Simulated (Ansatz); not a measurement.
CdSe (Cadmoselite):

```
Cd Se
1.0
     4.30000    0.00000    0.00000
    -2.15000    3.72391    0.00000
     0.00000    0.00000    7.02000
Cd Se
2 2
Direct
  0.66667 0.33333 0.50000
  0.33333 0.66667 0.00000
  0.66667 0.33333 0.88500
  0.33333 0.66667 0.38500
```

| Quantity | Value |
| --- | --- |
| Program | Ansatz 0.2.0 |
| Task | relaxation of cell and atoms |
| Functional | r2SCAN |
| Dispersion | D4 |
| Potentials or basis | Ansatz PAW |
| Cutoff | 500 eV (not typed: the program's choice for these potentials) |
| k mesh | 7 × 7 × 4 |
| Occupations | fermi-dirac, width 0.05 eV |
| Spin | no spin polarisation |

At the start: volume 28.10 Å³/atom.

Q: Where does the relaxation end?

A: It ends after 4 steps and the volume is 28.54 Å³/atom (+1.6 %); space group P6_3mc (No. 186, to 0.05 Å).

Step by step:
| step | energy change (eV) | largest force (eV/Å) | volume (Å³) |
| --- | --- | --- | --- |
| 1 | 0.0000 | 0.2783 | 112.41 |
| 2 | -0.0222 | 0.0021 | 114.63 |
| 3 | -0.0233 | 0.0018 | 114.17 |
| 4 | -0.0237 | 0.0018 | 114.17 |

Final structure:
```
Cd Se
1.0
     4.32586    0.00000    0.00000
    -2.16293    3.74630    0.00000
     0.00000    0.00000    7.04499
Cd Se
2 2
Direct
  0.66667 0.33333 0.50444
  0.33333 0.66667 0.00444
  0.66667 0.33333 0.88056
  0.33333 0.66667 0.38056
```

Caveat: the plane-wave basis is chosen anew once the cell has moved, so the energies of steps on either side of that aren't comparable; the PAW data sets come from PBE, with cores solved anew for the run's functional, which leaves a small shift of forces and pressure.
